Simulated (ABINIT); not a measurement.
# BeTe (F-43m) in ABINIT: equation of state

Aim: energy against volume of BeTe in PBE, for its equilibrium volume and stiffness.

All numbers are computed with ABINIT 10.8.3 (patched build); they aren't measurements. Logs are shortened: lines on timing, memory, paths and dates and some standing lists are left out, and cuts for length are marked. The log counts tension as positive stress, the text compression.

## (1) The structure

The structure is cubic, space group F-43m (No. 216). Conventional cell: a = 5.540 Å, b = 5.540 Å, c = 5.540 Å, α = 90.00°, β = 90.00°, γ = 90.00°. Te (site symmetry -43m) has 4 Be at 2.40 Å as nearest neighbours. Around Be (site symmetry -43m) lie 4 Te at 2.40 Å.

## (2) Equation of state, PBE

The input, run.abi:

```
# Datasets: one volume each
ndtset 7
getwfk -1
scalecart1 3*0.9795861087
scalecart2 3*0.9864848297
scalecart3 3*0.9932883884
scalecart4 3*1.0000000000
scalecart5 3*1.0066227096
scalecart6 3*1.0131594038
scalecart7 3*1.0196128224

# Pseudopotentials
pp_dirpath "./"
pseudos "Te.GGA_PBE-JTH.xml, Be.GGA_PBE-JTH.xml"

# Structure
acell 3*1.0 Angstrom
rprim
     0.0000000000     2.7700000000     2.7700000000
     2.7700000000     0.0000000000     2.7700000000
     2.7700000000     2.7700000000     0.0000000000
ntypat 2
znucl 52 4
natom 2
typat 1 2
xred
     0.7500000000     0.7500000000     0.7500000000
     0.0000000000     0.0000000000     0.0000000000

# Plane-wave basis
ecut 19.0
pawecutdg 38.0
pawxcdev 0

# k points
kptopt 1
ngkpt 8 8 8
nshiftk 1
shiftk 0.0 0.0 0.0

# Exchange and correlation
ixc 11

# Bands and occupations
nband 9
occopt 3
tsmear 0.05 eV

# SCF cycle
nstep 100
tolvrs 1.0e-9

# Output
iomode 3
prtwf 1
prtden 0
prteig 0
prtebands 0
```

Potentials or basis: JTH PAW PBE v2.0.

The run is started by

```
$ abinit run.abi > log 2>&1
```

run.abo:

```text
.Version 10.8.3 of ABINIT
 DATASET    1 : space group F-4 3 m (#216); Bravais cF (face-center cubic)
================================================================================
 Values of the parameters that define the memory need for DATASET  1.
     intxc =       0    ionmov =       0      iscf =      17    lmnmax =       8
     lnmax =       4     mgfft =      30  mpssoang =       2    mqgrid =    3001
     natom =       2  nloc_mem =       2    nspden =       1   nspinor =       1
    nsppol =       1      nsym =      24    n1xccc =       1    ntypat =       2
    occopt =       3   xclevel =       2
       mpw =        1076          nfft =       27000          nkpt =          29
 PAW method is used; the additional fine FFT grid is defined by:
   mgfftf=        45    nfftf =     91125
================================================================================
================================================================================
[... 71 lines left out ...]
 DATASET    7 : space group F-4 3 m (#216); Bravais cF (face-center cubic)
================================================================================
 Values of the parameters that define the memory need for DATASET  7.
     intxc =       0    ionmov =       0      iscf =      17    lmnmax =       8
     lnmax =       4     mgfft =      30  mpssoang =       2    mqgrid =    3001
     natom =       2  nloc_mem =       2    nspden =       1   nspinor =       1
    nsppol =       1      nsym =      24    n1xccc =       1    ntypat =       2
    occopt =       3   xclevel =       2
       mpw =        1219          nfft =       27000          nkpt =          29
 PAW method is used; the additional fine FFT grid is defined by:
   mgfftf=        45    nfftf =     91125
================================================================================
================================================================================

--------------------------------------------------------------------------------
------------- Echo of variables that govern the present computation ------------
--------------------------------------------------------------------------------
 -outvars: echo values of preprocessed input variables --------
            acell      1.8897261259E+00  1.8897261259E+00  1.8897261259E+00 Bohr
              amu      1.27600000E+02  9.01218200E+00
             ecut      1.90000000E+01 Hartree
           getwfk          -1
              ixc          11
           jdtset        1    2    3    4    5    6    7
         kptrlatt        8    0    0      0    8    0      0    0    8
          kptrlen1     5.80131222E+01
          kptrlen2     5.84216787E+01
          kptrlen3     5.88245996E+01
          kptrlen4     5.92220752E+01
          kptrlen5     5.96142858E+01
          kptrlen6     6.00014024E+01
          kptrlen7     6.03835872E+01
            natom           2
            nband           9
           ndtset           7
            ngfft          30      30      30
          ngfftdg          45      45      45
             nkpt          29
            nstep         100
             nsym          24
[... 112 lines left out ...]

--- Pseudopotential description ------------------------------------------------
- pspini: atom type   1  psp file is ./Te.GGA_PBE-JTH.xml
 Pseudopotential format is: paw10
 basis_size (lnmax)=  4 (lmn_size=  8), orbitals=   0   0   1   1
 Spheres core radius: rc_sph= 2.31107438
 Shapefunction is SIN type: shapef(r)=[sin(pi*r/rshp)/(pi*r/rshp)]**2
 Radius for shape functions =  2.10488624
 Compensation charge density is not taken into account in XC energy/potential

- pspini: atom type   2  psp file is ./Be.GGA_PBE-JTH.xml
 Pseudopotential format is: paw10
 basis_size (lnmax)=  4 (lmn_size=  8), orbitals=   0   0   1   1
 Spheres core radius: rc_sph= 1.60727588
 Shapefunction is SIN type: shapef(r)=[sin(pi*r/rshp)/(pi*r/rshp)]**2
 Radius for shape functions =  1.40108027
 Compensation charge density is not taken into account in XC energy/potential

   1.14173192E+03                                ecore*ucvol(ha*bohr**3)
--------------------------------------------------------------------------------

================================================================================

--- !BeginCycle
iteration_state: {dtset: 1, }
solver: {iscf: 17, nstep: 100, nline: 4, wfoptalg: 10, }
tolerances: {tolvrs: 1.00E-09, }
...
[... 1227 lines left out ...]
-Cartesian components of stress tensor (GPa)         [Pressure=  5.2212E-01 GPa]
- sigma(1 1)= -5.22116519E-01  sigma(3 2)=  0.00000000E+00
- sigma(2 2)= -5.22116519E-01  sigma(3 1)=  0.00000000E+00
- sigma(3 3)= -5.22116519E-01  sigma(2 1)=  0.00000000E+00

== END DATASET(S) ==============================================================
================================================================================

 -outvars: echo values of variables after computation  --------
            acell      1.8897261259E+00  1.8897261259E+00  1.8897261259E+00 Bohr
           etotal1    -2.3111434491E+01
           etotal2    -2.3113120547E+01
           etotal3    -2.3114458790E+01
           etotal4    -2.3115480943E+01
           etotal5    -2.3116208955E+01
           etotal6    -2.3116670453E+01
           etotal7    -2.3116894727E+01
            fcart1    -0.0000000000E+00 -0.0000000000E+00 -0.0000000000E+00
                      -0.0000000000E+00 -0.0000000000E+00 -0.0000000000E+00
            fcart2    -6.5180862230E-30 -2.8618625308E-46  6.5180862230E-30
                       6.5180862230E-30  2.8618625308E-46 -6.5180862230E-30
            fcart3     8.0918004942E-31  8.0918004942E-31 -2.4275401482E-30
                      -8.0918004942E-31 -8.0918004942E-31  2.4275401482E-30
            fcart4    -8.0374914721E-31 -8.0374914721E-31  2.4112474416E-30
                       8.0374914721E-31  8.0374914721E-31 -2.4112474416E-30
            fcart5    -2.3953835122E-30 -2.3953835122E-30  7.1861505367E-30
                       2.3953835122E-30  2.3953835122E-30 -7.1861505367E-30
[... 38 lines left out ...]
                       0.0000000000E+00  0.0000000000E+00  0.0000000000E+00
           xangst1     4.0701802816E+00  4.0701802816E+00  4.0701802816E+00
                       0.0000000000E+00  0.0000000000E+00  0.0000000000E+00
           xangst2     4.0988444674E+00  4.0988444674E+00  4.0988444674E+00
                       0.0000000000E+00  0.0000000000E+00  0.0000000000E+00
           xangst3     4.1271132538E+00  4.1271132538E+00  4.1271132538E+00
                       0.0000000000E+00  0.0000000000E+00  0.0000000000E+00
           xangst4     4.1550000000E+00  4.1550000000E+00  4.1550000000E+00
                       0.0000000000E+00  0.0000000000E+00  0.0000000000E+00
           xangst5     4.1825173584E+00  4.1825173584E+00  4.1825173584E+00
                       0.0000000000E+00  0.0000000000E+00  0.0000000000E+00
           xangst6     4.2096773228E+00  4.2096773228E+00  4.2096773228E+00
                       0.0000000000E+00  0.0000000000E+00  0.0000000000E+00
           xangst7     4.2364912771E+00  4.2364912771E+00  4.2364912771E+00
                       0.0000000000E+00  0.0000000000E+00  0.0000000000E+00
             xred      7.5000000000E-01  7.5000000000E-01  7.5000000000E-01
                       0.0000000000E+00  0.0000000000E+00  0.0000000000E+00
 Calculation completed.
```

Run time: 47 s. Hardware: 1 thread of Arm Neoverse V2, shared host; peak memory 0.13 GiB.

What came out:

| Quantity | Value |
| --- | --- |
| Equilibrium volume | 22.74 Å³/atom (rough: see the caveat) |
| Bulk modulus | 58 GPa (rough) |

Energy against volume, from the lowest point:
```csv
volume (Å³/atom),energy (meV/atom)
19.979,74.29
20.404,51.35
20.829,33.14
21.254,19.24
21.679,9.33
22.104,3.05
22.529,0.00
```

Caveat: pressures at fixed basis lie under the slope of the energies; the minimum lies outside the volumes run. The run has no spin-orbit coupling, so splittings on Te are missing.
